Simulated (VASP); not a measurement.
Write the native input for VASP 6.6.1 that does the following.

- Task: band structure
- Functional: PBEsol
- Potentials or basis: VASP PAW PBE potentials, release 64 (Cd, O)
- Cutoff: 520 eV
- k mesh: 8 × 8 × 8
- Occupations: gaussian, width 0.03 eV
- Spin: spin-orbit coupling, no magnetisation
- Further INCAR settings: ALGO = Normal; EDIFF = 1e-06; NBANDS = 32

The structure of CdO lies in POSCAR:

```
CdO                                     
1.0
    0.0000000000      2.3523961160      2.3523961160
    2.3523961160      0.0000000000      2.3523961160
    2.3523961160      2.3523961160      0.0000000000
  Cd              O             
     1     1
Direct
     0.0000000000000000    0.0000000000000000    0.0000000000000000
     0.5000000000000000    0.5000000000000000    0.5000000000000000
```

The cell was built by a generator and needn't be a form met in nature.

The input as run:

INCAR

```
  ALGO = Normal
  EDIFF = 1E-6
  ENCUT = 520
  GGA = PS
  GGA_COMPAT = F
  ISIF = 2
  ISMEAR = 0
  LASPH = T
  LCHARG = F
  LORBIT = 11
  LREAL = F
  LSORBIT = T
  LWAVE = F
  MAGMOM = 0 0 0 0 0 0
  NBANDS = 32
  NELM = 80
  PREC = Accurate
  SIGMA = 0.03
```

KPOINTS

```
k-points
0
Gamma
  8 8 8
```

KPOINTS_OPT

```
explicit points
209
Reciprocal
 0.0000000000  0.0000000000  0.0000000000 1
 0.0263157895  0.0000000000  0.0263157895 1
 0.0526315789  0.0000000000  0.0526315789 1
 0.0789473684  0.0000000000  0.0789473684 1
 0.1052631579  0.0000000000  0.1052631579 1
 0.1315789474  0.0000000000  0.1315789474 1
[... 201 lines left out ...]
 0.4250000000  0.0000000000  0.4250000000 1
 0.4500000000  0.0000000000  0.4500000000 1
```

Potentials or basis: VASP PAW PBE potentials, release 64 (Cd, O).

The run is started by

```bash
$ cat potpaw_PBE.64/Cd/POTCAR potpaw_PBE.64/O/POTCAR > POTCAR
$ mpirun -np 1 vasp_ncl > vasp.out
```

Results of the run:

The pressure is 0.2 GPa and the valence electrons inside the program's atomic spheres are Cd 10.25; O 4.90.

Caveat: the PAW data sets were made with another functional, which shifts forces and pressure a little.

Run time: 4.4 min on 1 thread of Intel(R) Xeon(R) Platinum 8488C (Sapphire Rapids), on a shared host, peak memory 0.27 GiB.
